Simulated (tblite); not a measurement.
Compound: C5H11N.
Cartesian coordinates in Å at the GFN2-xTB level; atoms count from 1:
```
atom  x, y, z in Å
C1     1.0578   -0.7171    0.4185
C2    -0.0816   -1.3468   -0.3811
C3    -1.3805   -0.5732   -0.1240
N4    -1.2669    0.8424   -0.4240
C5    -0.1827    1.4540    0.3226
C6     1.1692    0.7699    0.0856
H7     0.8544   -0.8322    1.4862
H8     1.9996   -1.2250    0.1981
H9    -0.2096   -2.3940   -0.1016
H10    0.1567   -1.3088   -1.4480
H11   -1.6539   -0.6611    0.9323
H12   -2.1968   -0.9851   -0.7228
H13   -1.0925    0.9588   -1.4192
H14   -0.1315    2.5103    0.0468
H15   -0.4425    1.3901    1.3841
H16    1.4553    0.8888   -0.9634
H17    1.9383    1.2410    0.6999
```

Computed values, GFN2-xTB/tblite, gas phase, harmonic and unscaled. The method is semi-empirical: single wavenumbers can be off by several per cent or more. One conformer, not necessarily the lowest.

Harmonic wavenumbers (cm⁻¹): 232.4, 248.8, 396.5, 426.9, 440.8, 564.0, 823.1, 834.8, 875.2, 911.3, 932.8, 949.7, 960.3, 1008.8, 1067.5, 1089.9, 1110.6, 1125.4, 1177.9, 1195.8, 1235.5, 1248.4, 1285.4, 1305.9, 1331.4, 1333.9, 1345.1, 1348.9, 1413.8, 1476.3, 1483.0, 1487.0, 1488.7, 1501.3, 2942.9, 2946.5, 2954.9, 2958.1, 2965.5, 2966.3, 2968.9, 2976.3, 2985.0, 2986.1, 3342.0.

A = 4565, B = 4453, C = 2586 MHz; mass 85.089 u (most abundant isotopes); point group Cs, symmetry number 1.

Q: What is the zero-point energy?

A: Half the sum of the wavenumbers: 34325 cm⁻¹ = 98.14 kcal/mol.

Q: Entropy at 500 K, 1 bar (ideal gas, RRHO, classical rotation)?

A: Translation 41.83, rotation 27.76, vibration 21.23: S = 90.8 cal/(mol K).

Q: And Cp and H(500 K) − H(0)?

A: Cp = 42.17 cal/(mol K), of which vibrations give 34.22 (their classical limit is 45 R = 89.4); H(500 K) − H(0) = 10.81 kcal/mol without the zero-point energy, 6.84 from vibrations.

Q: What must be added to the electronic energy to get the Gibbs energy at 500 K and 1 bar?

A: ZPE + [H(500 K) − H(0)] − T·S = 98.14 + 10.81 − 45.41 = 63.54 kcal/mol.

Q: Which modes carry the vibrational entropy at 500 K?

A: 232.4 cm⁻¹: 2.82; 248.8 cm⁻¹: 2.69; 396.5 cm⁻¹: 1.83; 426.9 cm⁻¹: 1.70; 440.8 cm⁻¹: 1.64; 564.0 cm⁻¹: 1.23 cal/(mol K); the other 39 give 9.32 together.

Hindered rotation and anharmonicity are outside this model. Other conformers, if any are populated, would add a mixing term that is left out.

Run on x86-64 server, one thread, no GPU, on a shared host. The figure is for the frequency step alone.
